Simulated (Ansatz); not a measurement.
Relaxed-ion elastic tensor of SrF$_{2}$ (fluorite, space group No. 225) in GPa (Voigt order), PBE (plane waves, PAW; program Ansatz); density 4.15 g/cm³, 16.75 Å³ per atom.

```json
[
 {"": "1", "1": "116", "2": "39.0", "3": "39.0", "4": "0.0", "5": "0.0", "6": "0.0"},
 {"": "2", "1": "39.0", "2": "116", "3": "39.0", "4": "0.0", "5": "0.0", "6": "0.0"},
 {"": "3", "1": "39.0", "2": "39.0", "3": "116", "4": "0.0", "5": "0.0", "6": "0.0"},
 {"": "4", "1": "0.0", "2": "0.0", "3": "0.0", "4": "27.9", "5": "0.0", "6": "0.0"},
 {"": "5", "1": "0.0", "2": "0.0", "3": "0.0", "4": "0.0", "5": "27.9", "6": "0.0"},
 {"": "6", "1": "0.0", "2": "0.0", "3": "0.0", "4": "0.0", "5": "0.0", "6": "27.9"}
]
```

**Question.** Is the crystal mechanically stable?

**Answer.** Yes: the smallest eigenvalue of C is 27.9 GPa.

**Question.** Work out the Voigt, Reuss and Hill averages.

**Answer.** K_V = 64.6, K_R = 64.6, K_H = 64.6; G_V = 32.1, G_R = 31.3, G_H = 31.7 GPa.

**Question.** Give Young's modulus, Poisson's ratio, Pugh's ratio and the universal anisotropy index.

**Answer.** E = 9KG/(3K + G) = 81.8 GPa; ν = 0.29; K/G = 2.04 (ductile by the Pugh limit of 1.75); A_U = 5G_V/G_R + K_V/K_R − 6 = 0.12.

**Question.** Estimate the sound speeds and the Debye temperature.

**Answer.** v_l = √((K + 4G/3)/ρ) = 5070 m/s, v_t = √(G/ρ) = 2760 m/s, mean 3080 m/s; Θ = (h/k)(3n/4πV)^(1/3) v_m = 359 K.

**Question.** Give the Zener ratio and Young's modulus along [100], [110] and [111].

**Answer.** A = 2C44/(C11 − C12) = 0.73; 1/E = S11 − 2(S11 − S12 − S44/2)Γ with Γ = 0, 1/4, 1/3 gives 96.0, 77.9, 73.3 GPa.

**Question.** Solve the Christoffel equation for the three sound speeds along [100], [110], [111].

**Answer.** Eigenvalues of C_ijkl n_j n_l equal ρv². In km/s, slowest first: [100] 2.59, 2.59, 5.28; [110] 2.59, 3.04, 5.04; [111] 2.90, 2.90, 4.95.

Space group Fm-3m (fluorite). Symmetry was held in the PBE relaxation; phonons on a q-mesh show no instability.

Potentials: the later of the program's two PAW sets.
